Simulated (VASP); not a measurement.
# CdTe (F-43m) in VASP: a series of runs

One crystal, CdTe, is run at these levels: LDA; tasks: single point.

Everything below comes from runs of VASP 6.6.1. Logs are shortened: lines on timing, memory, paths and dates and some standing lists are left out, and cuts for length are marked.

## Step 1: The undisturbed crystal

Symmetry: F-43m, No. 216, cubic system. The conventional cell has a = 6.410 Å, b = 6.410 Å, c = 6.410 Å, α = 90.00°, β = 90.00°, γ = 90.00°. Around Te (site symmetry -43m) lie 4 Cd at 2.78 Å. Around Cd (site symmetry -43m) lie 4 Te at 2.78 Å.

## Step 2: Single point, LDA (grid = ENCUT=340 dk=0.45 cell=3x3x2 ISMEAR=0 SIGMA=0.05 LREAL=Auto EDIFF=1e-06)

The input, INCAR:

```
SYSTEM = CdTe
ALGO = Fast
EDIFF = 1E-6
ENCUT = 340
GGA = CA
ISIF = 2
ISMEAR = 0
KPAR = 2
LASPH = .True.
LCHARG = .False.
LREAL = Auto
LWAVE = .False.
NBANDS = 174
NCORE = 1
NELM = 120
PREC = Accurate
SIGMA = 0.05
```

The input, KPOINTS:

```
k-points
0
Gamma
  2 2 2
  0 0 0
```

The input, POSCAR:

```
CdTe
1.0
    0.0000000000      9.6150000000      9.6150000000
    9.6150000000      0.0000000000      9.6150000000
    6.4100000000      6.4100000000      0.0000000000
Cd Te
18 18
Direct
    0.2500000000      0.2500000000      0.3750000000
    0.0000000000      0.0000000000      0.0000000000
    0.0000000000      0.0000000000      0.5000000000
    0.0000000000      0.3333333333      0.0000000000
    0.0000000000      0.3333333333      0.5000000000
    0.0000000000      0.6666666667      0.0000000000
    0.0000000000      0.6666666667      0.5000000000
    0.3333333333      0.0000000000      0.0000000000
    0.3333333333      0.0000000000      0.5000000000
    0.3333333333      0.3333333333      0.0000000000
    0.3333333333      0.6666666667      0.0000000000
    0.3333333333      0.6666666667      0.5000000000
    0.6666666667      0.0000000000      0.0000000000
    0.6666666667      0.0000000000      0.5000000000
    0.6666666667      0.3333333333      0.0000000000
    0.6666666667      0.3333333333      0.5000000000
    0.6666666667      0.6666666667      0.0000000000
    0.6666666667      0.6666666667      0.5000000000
    0.2500000000      0.2500000000      0.8750000000
    0.2500000000      0.5833333333      0.3750000000
    0.2500000000      0.5833333333      0.8750000000
    0.2500000000      0.9166666667      0.3750000000
    0.2500000000      0.9166666667      0.8750000000
    0.5833333333      0.2500000000      0.3750000000
    0.5833333333      0.2500000000      0.8750000000
    0.5833333333      0.5833333333      0.3750000000
    0.5833333333      0.5833333333      0.8750000000
    0.5833333333      0.9166666667      0.3750000000
    0.5833333333      0.9166666667      0.8750000000
    0.9166666667      0.2500000000      0.3750000000
    0.9166666667      0.2500000000      0.8750000000
    0.9166666667      0.5833333333      0.3750000000
    0.9166666667      0.5833333333      0.8750000000
    0.9166666667      0.9166666667      0.3750000000
    0.9166666667      0.9166666667      0.8750000000
    0.3333333333      0.3333333333      0.5000000000
```

Potentials or basis: VASP PAW LDA potentials, release 64 (Cd, Te).

Run with:

```
> cat potpaw_LDA.64/Cd/POTCAR potpaw_LDA.64/Te/POTCAR > POTCAR
> mpirun -np 4 vasp_std > vasp.out
```

OUTCAR:

```text
SYSTEM = CdTe
   EDIFF = 1E-6
   ENCUT = 340
   GGA = CA
   ISIF = 2
   ISMEAR = 0
   LASPH = .True.
   LREAL = Auto
   NELM = 120
   PREC = Accurate

 Found      6 irreducible k-points:

 Following reciprocal coordinates:
            Coordinates               Weight
  0.000000  0.000000  0.000000      1.000000
  0.500000  0.000000  0.000000      2.000000
  0.500000  0.500000  0.000000      1.000000
  0.000000  0.000000  0.500000      1.000000
  0.500000  0.000000  0.500000      2.000000
  0.500000  0.500000  0.500000      1.000000
   k-points           NKPTS =      6   k-points in BZ     NKDIM =      6   number of bands    NBANDS=    174
   number of dos      NEDOS =    301   number of ions     NIONS =     36
   total plane-waves  NPLWV = 395136
   dimension x,y,z NGX =    84 NGY =   84 NGZ =   56
   dimension x,y,z NGXF=   168 NGYF=  168 NGZF=  112
   ions per type =              18  18
   NGX,Y,Z   is equivalent  to a cutoff of  10.27, 10.27, 10.27 a.u.
   NGXF,Y,Z  is equivalent  to a cutoff of  20.54, 20.54, 20.54 a.u.
 SYSTEM =  CdTe
   PREC   = accura    normal or accurate (medium, high low for compatibility)
   ISTART =      0    job   : 0-new  1-cont  2-samecut
   ICHARG =      2    charge: 1-file 2-atom 10-const
   ISPIN  =      1    spin polarized calculation?
   LNONCOLLINEAR =      F non collinear calculations
   LSORBIT =      F    spin-orbit coupling
   LASPH  =      T    aspherical Exc in radial PAW
   ENCUT  =  340.0 eV  24.99 Ry    5.00 a.u.  20.44 20.44 13.63*2*pi/ulx,y,z
   NELM   =    120;   NELMIN=  2; NELMDL= -5     # of ELM steps
   EDIFF  = 0.1E-05   stopping-criterion for ELM
   LREAL  =      T    real-space projection
   EDIFFG = 0.1E-04   stopping-criterion for IOM
   NSW    =      0    number of steps for IOM
   IBRION =     -1    ionic relax: 0-MD 1-quasi-New 2-CG
   NFREE  =      0    steps in history (QN), initial steepest desc. (CG)
   ISIF   =      2    stress and relaxation
   ISYM   =      2    0-nonsym 1-usesym 2-fastsym
   POTIM  = 0.5000    time-step for ionic-motion
   TEBEG  =    0.0;   TEEND  =   0.0 temperature during run
   PSTRESS=    0.0 pullay stress
   NELECT =     324.0000    total number of electrons
   NUPDOWN=      -1.0000    fix difference up-down
   EMIN   =  10.00;   EMAX   =-10.00  energy-range for DOS
   EFERMI =   0.00;   METHOD = LEGACY
   ISMEAR =     0;   SIGMA  =   0.05  broadening in eV -4-tet -1-fermi 0-gaus
   EFERMI_NEDOS =   21; number of points for ismear=-14 and -15
   IALGO  =     68    algorithm
   IMIX   =      4    mixing-type and parameters
     AMIX     =   0.40;   BMIX     =  1.00
     AMIX_MAG =   1.60;   BMIX_MAG =  1.00
  volume/ion in A,a.u.               =      32.92       222.17
  Fermi-wavevector in a.u.,A,eV,Ry     =   1.062497  2.007828 15.359610  1.128899
  Thomas-Fermi vector in A             =   2.197950
   LORBIT       =      0    0 simple, 1 ext, 2 COOP (PROOUT), +10 PAW based schemes
   GGA     = CA    functional components
   LHFCALC =     F    Hartree Fock is set to
   AEXX    =    0.0000 exact exchange contribution
   IVDW    =     0    specifies the selected vdW correction
   LEPSILON=     F    determine dielectric tensor
   LRPA    =     F    only Hartree local field effects (RPA)
 non-spin polarized calculation
 RMM-DIIS sequential band-by-band and
 Gauss-broadening in eV      SIGMA  =   0.05
  energy-cutoff  :      340.00
  volume of cell :     1185.19
 maximum number of plane-waves:     16905
 NGX is ok and might be reduce to    84
   NGX = 41   NGY = 41   NGZ = 27

 number of electron     324.0000191 magnetization

 Free energy of the ion-electron system (eV)
  ---------------------------------------------------
  ext. energy  EPLUGINS =         0.00000000
  ---------------------------------------------------
  free energy    TOTEN  =      -103.78337299 eV

  energy without entropy =     -103.76974555  energy(sigma->0) =     -103.77655927

 E-fermi :   3.3894     XC(G=0):  -9.0965

 val. band max:        3.3865749820   @ k =   0.0000   0.0000   0.5000
 cond. band min:       3.4079931652   @ k =   0.5000   0.5000   0.0000
 fundamental gap:      0.0214181832
 Fermi energy:         3.3894317168

 k-point     1 :       0.0000    0.0000    0.0000
  band No.  band energies     occupation
      1     -10.2603      2.00000
      2      -8.8688      2.00000
      3      -8.8430      2.00000
      4      -8.8010      2.00000
      5      -8.6125      2.00000
      6      -8.6119      2.00000
[... 166 lines left out ...]
    173       5.1382      0.00000
    174       5.1562      0.00000

 k-point     2 :       0.5000    0.0000    0.0000
  band No.  band energies     occupation
      1     -10.2588      2.00000
      2      -8.9086      2.00000
      3      -8.8166      2.00000
      4      -8.7586      2.00000
      5      -8.6872      2.00000
      6      -8.5847      2.00000
[... 166 lines left out ...]
    173       5.2085      0.00000
    174       5.2417      0.00000

 k-point     3 :       0.5000    0.5000    0.0000
  band No.  band energies     occupation
      1     -10.2582      2.00000
      2      -8.8706      2.00000
      3      -8.8565      2.00000
      4      -8.7569      2.00000
      5      -8.6928      2.00000
      6      -8.6032      2.00000
[... 166 lines left out ...]
    173       5.1643      0.00000
    174       5.1958      0.00000

 k-point     4 :       0.0000    0.0000    0.5000
  band No.  band energies     occupation
      1     -10.2539      2.00000
      2      -8.8555      2.00000
      3      -8.8255      2.00000
      4      -8.7030      2.00000
      5      -8.6441      2.00000
      6      -8.6212      2.00000
[... 166 lines left out ...]
    173       5.4398      0.00000
    174       5.4737      0.00000

 k-point     5 :       0.5000    0.0000    0.5000
  band No.  band energies     occupation
      1     -10.2543      2.00000
      2      -8.8555      2.00000
      3      -8.8180      2.00000
      4      -8.7018      2.00000
      5      -8.6678      2.00000
      6      -8.6281      2.00000
[... 166 lines left out ...]
    173       5.5753      0.00000
    174       5.6335      0.00000

 k-point     6 :       0.5000    0.5000    0.5000
  band No.  band energies     occupation
      1     -10.2555      2.00000
      2      -8.8219      2.00000
      3      -8.8214      2.00000
      4      -8.7374      2.00000
      5      -8.7021      2.00000
      6      -8.5621      2.00000
[... 166 lines left out ...]
    173       5.6306      0.00000
    174       5.7348      0.00000

------------------------ aborting loop because EDIFF is reached ----------------------------------------

  FORCE on cell =-STRESS in cart. coord.  units (eV):
  Direction    XX          YY          ZZ          XY          YZ          ZX
  --------------------------------------------------------------------------------------
  -------------------------------------------------------------------------------------
  Total        6.1332814      6.1332814      5.4822645     -0.3594249     -1.5028932     -1.5028934
  in kB        8.2911901      8.2911901      7.4111220     -0.4858834     -2.0316650     -2.0316653
  external PRESSURE =       7.9978340 kB  Pullay stress =       0.0000000 kB

 VOLUME and BASIS-vectors are now :
 -----------------------------------------------------------------------------
  energy-cutoff  :      340.00
  volume of cell :     1185.19
      direct lattice vectors                 reciprocal lattice vectors
     0.000000000  9.615000000  9.615000000    -0.052002080  0.052002080  0.052002080
     9.615000000  0.000000000  9.615000000     0.052002080 -0.052002080  0.052002080
     6.410000000  6.410000000  0.000000000     0.078003120  0.078003120 -0.078003120

 POSITION                                       TOTAL-FORCE (eV/Angst)
 -----------------------------------------------------------------------------------
      4.80750      4.80750      4.80750        -0.107967     -0.107967     -0.235489
      0.00000      0.00000      0.00000         0.008759      0.008759      0.014735
      3.20500      3.20500      0.00000        -0.002649     -0.002649      0.023170
      3.20500      0.00000      3.20500         0.036617     -0.027938     -0.108759
      6.41000      3.20500      3.20500        -0.159218      0.165467      0.155186
      6.41000      0.00000      6.41000         0.035492      0.005710      0.020871
[... 28 lines left out ...]
     14.42250     14.42250     17.62750        -0.006873     -0.006873     -0.016628
      6.41000      6.41000      6.41000        -0.604572     -0.604572     -0.311655
 -----------------------------------------------------------------------------------
    total drift:                               -0.000423     -0.000423     -0.000515

  FREE ENERGIE OF THE ION-ELECTRON SYSTEM (eV)
  ---------------------------------------------------
  free  energy   TOTEN  =      -103.7833729861 eV

  energy  without entropy=     -103.7697455538  energy(sigma->0) =     -103.77655927
```

OSZICAR:

```text
N       E                     dE             d eps       ncg     rms          rms(c)
DAV:   1     0.185195879299E+04    0.18520E+04   -0.11635E+05  2096   0.117E+03
DAV:   2     0.273606413270E+02   -0.18246E+04   -0.17989E+04  2314   0.326E+02
DAV:   3    -0.104425290896E+03   -0.13179E+03   -0.13081E+03  2272   0.865E+01
DAV:   4    -0.107755194458E+03   -0.33299E+01   -0.33120E+01  2384   0.115E+01
DAV:   5    -0.107834746575E+03   -0.79552E-01   -0.79473E-01  2312   0.169E+00    0.306E+01
RMM:   6    -0.104162520931E+03    0.36722E+01   -0.10057E+01  2090   0.741E+00    0.219E+01
RMM:   7    -0.103903539676E+03    0.25898E+00   -0.66334E+00  2146   0.358E+00    0.348E+00
RMM:   8    -0.103803502541E+03    0.10004E+00   -0.60725E-01  2192   0.170E+00    0.198E+00
RMM:   9    -0.103783624780E+03    0.19878E-01   -0.11100E-01  2226   0.544E-01    0.965E-01
RMM:  10    -0.103783008161E+03    0.61662E-03   -0.17302E-02  2276   0.224E-01    0.286E-01
RMM:  11    -0.103783338466E+03   -0.33030E-03   -0.42492E-03  2392   0.104E-01    0.109E-01
RMM:  12    -0.103783356727E+03   -0.18261E-04   -0.64875E-04  2302   0.436E-02    0.391E-02
RMM:  13    -0.103783371057E+03   -0.14330E-04   -0.16393E-04  2427   0.210E-02    0.324E-02
RMM:  14    -0.103783372854E+03   -0.17974E-05   -0.29374E-05  2357   0.862E-03    0.365E-02
RMM:  15    -0.103783373864E+03   -0.10096E-05   -0.99319E-06  1794   0.486E-03    0.692E-02
RMM:  16    -0.103783372986E+03    0.87756E-06   -0.60053E-06  1740   0.620E-03
   1 F= -.10378337E+03 E0= -.10377656E+03  d E =-.136274E-01
```

stdout:

```text
POSCAR found type information on POSCAR CdTe
 POSCAR found :  2 types and      36 ions
 scaLAPACK will be used
 LDA part: xc-table for (Slater(with rela. corr.)+CA(PZ))
 , standard interpolation
 POSCAR, INCAR and KPOINTS ok, starting setup
 FFT: planning ... GRIDC
 FFT: planning ... GRID_SOFT
 FFT: planning ... GRID
 WAVECAR not read
 entering main loop
```

Run time: 5.2 min. Hardware: 4 MPI ranks of Intel Xeon Platinum 8375C at 2.90GHz (Ice Lake), shared host; peak memory 0.54 GiB.

The run converged, but some of its settings lie outside the range that counts as converged, so its numbers aren't taken as properties of the crystal.

What came out:

* Free energy: -103.7834 eV
* Pressure: 0.8 GPa
* Largest force: 1.638 eV/Å
* Band gap on the k mesh: none (metal or under the smearing width)

Caveat: the k mesh is coarse (spacing up to 0.42 Å⁻¹), so the values aren't converged; the cutoff is under 1.25 times the usual one of these potentials, so pressure, stress and relaxed cells hold a basis-set (Pulay) error.

(Continued in part 2 of 2.)
